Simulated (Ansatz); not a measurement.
Relaxing barium (fcc)

Method: Ansatz 0.2.0, DFT, RPBE, plane waves (420 eV) with PAW, scalar-relativistic. (PAW data from PBE, frozen cores regenerated.)

k-point mesh 9×9×9, Fermi-Dirac smearing 0.1 eV, no spin polarisation. Cell and atoms relax.

Starting structure:

```yaml
crystal:
  lattice:
    - [0.00000, 3.14980, 3.14980]
    - [3.14980, 0.00000, 3.14980]
    - [3.14980, 3.14980, 0.00000]
  atoms:
    - { symbol: Ba, position: [0.00000, 0.00000, 0.00000] }
```

**Question.** The pressure at the start is 0.9 GPa. By how much does the volume change?

**Answer.** From 62.50 to 69.30 Å³ per atom, 10.9 %. The final cell has a = 6.520 Å.

**Question.** How much energy does the relaxation gain?

**Answer.** 19.9 meV per atom.
